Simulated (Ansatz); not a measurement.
The system is La.

```xyz
2
Lattice="3.7500 0.0000 0.0000 -1.8750 3.2476 0.0000 0.0000 0.0000 6.0700" Properties=species:S:1:pos:R:3 pbc="T T T"
La    1.8750    1.0825    4.5525
La    0.0000    2.1651    1.5175
```

This isn't the form of La at room conditions, which is double hcp.

```yaml
Program: Ansatz 0.2.0
Task: relaxation of cell and atoms
Functional: PBEsol
Potentials_or_basis: all-electron LAPW, scalar-relativistic
Basis_error_allowed: 0.001 eV/atom
k_mesh: 8 × 8 × 5
Occupations: fermi-dirac, width 0.05 eV
Spin: no spin polarisation
```

At the start: volume 36.96 Å³/atom.

Q: How do energy, volume and symmetry change on relaxing?

A: Over 4 steps the energy falls by 10.0 meV/atom and the volume is 34.82 Å³/atom (-5.8 %); space group P6_3/mmc (No. 194, to 0.05 Å).

The path:
```
step  energy change (eV)  largest force (eV/Å)  volume (Å³)
   1              0.0000                0.0000        73.92
   2             -0.0174                0.0000        71.14
   3             -0.0199                0.0000        69.64
   4             -0.0199                0.0000        69.64
```

Final structure:
```
CELL_PARAMETERS angstrom
3.68249 0.00000 0.00000
-1.84124 3.18913 0.00000
0.00000 0.00000 5.92982
ATOMIC_POSITIONS crystal
La 0.66667 0.33333 0.75000
La 0.33333 0.66667 0.25000
```
